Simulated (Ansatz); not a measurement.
# Rh12S: the cost of one run

Method: DFT PBE, scalar-relativistic, plane waves, PAW, in Ansatz 0.2.0.

3 further runs of the same task are left out: 1 that didn't finish, 2 set aside as unsound or not needed.

## Step 1: The system as given

Symmetry: Fm-3m, No. 225, cubic system. The conventional cell has a = 3.803 Å, b = 3.803 Å, c = 3.803 Å, α = 90.00°, β = 90.00°, γ = 90.00°. Rh (site symmetry m-3m) is surrounded by 12 Rh at 2.69 Å.

Structure file:

```
Rh
1.0
     0.00000    1.90155    1.90155
     1.90155    0.00000    1.90155
     1.90155    1.90155    0.00000
Rh
1
Cartesian
  0.0000 0.0000 0.0000
```

Source of the structure: the Crystallography Open Database.

## Step 6: Plan of the scan

Atoms count from 1 in the order of the input.

S is moved over the surface cell; relaxed at each place: the height of the adsorbate's atoms; substrate rigid; the origin of the map has the adsorbate above Rh9.

The axes are (1) position of S13 along the first surface vector, from above Rh9: 6 values from 0.000 to 0.833, periodic; (2) position of S13 along the second surface vector, from above Rh9: 6 values from 0.000 to 0.833, periodic.

Relaxed at each point: the height of the adsorbate's atoms; substrate rigid. Points are written as (first, second).

The two vectors of the plane (Å): (2.708, 0.000, 0.000); (0.000, 2.708, 0.000).

(The set-up runs are not shown.)

## Step 7: Point (0/6, 0/6) of the map's two axes

File input.yaml:

```yaml
crystal:
  lattice:
    - [5.4165863251, 0.0, 0.0]
    - [0.0, 5.4165863251, 0.0]
    - [0.0, 0.0, 19.1737394005]
  atoms:
    - { symbol: Rh, position: [0.25, 0.25, 0.2086186693] }
    - { symbol: Rh, position: [0.25, 0.75, 0.2086186693] }
    - { symbol: Rh, position: [0.75, 0.25, 0.2086186693] }
    - { symbol: Rh, position: [0.75, 0.75, 0.2086186693] }
    - { symbol: Rh, position: [0.0, 0.0, 0.3044995949] }
    - { symbol: Rh, position: [0.0, 0.5, 0.3044995949] }
    - { symbol: Rh, position: [0.5, 0.0, 0.3044995949] }
    - { symbol: Rh, position: [0.5, 0.5, 0.3044995949] }
    - { symbol: Rh, position: [0.25, 0.25, 0.4002213256] }
    - { symbol: Rh, position: [0.25, 0.75, 0.4002213256] }
    - { symbol: Rh, position: [0.75, 0.25, 0.4002213256] }
    - { symbol: Rh, position: [0.75, 0.75, 0.4002213256] }
    - { symbol: S, position: [0.25, 0.25, 0.5295649006] }
basis:
  ecutwfc: 420
kpoints:
  mp_grid: { grid: [5, 5, 1] }
hamiltonian:
  xc: pbe
  pseudopotentials: { kind: paw, azcp: { folder: soft_1 } }
scf:
  occupations: { method: gaussian, width: 0.1 }
output:
  forces: true
  eigenvalues: true
relax:
  adjacent_minimum: "off"
  f_tol: 0.025
  max_steps: 16
  constraints:
    - { sites: [0, 1, 2, 3, 4, 5, 6, 7, 8, 9, 10, 11] }
    - { sites: [12], fix: xy }
efield:
  axis: 3
  dipole_correction: true
  ramp_width: 0.04
```

Launch:

```
> ansatz run input.yaml --threads 4 --pin off --max-ram 12288MiB --backend cpu --events-out ev --progress --plain --runs-dir out
```

What time and memory should one allow on 4 threads of Arm Neoverse V2, shared host?

About 52 s, with a peak of 1.6 GiB.
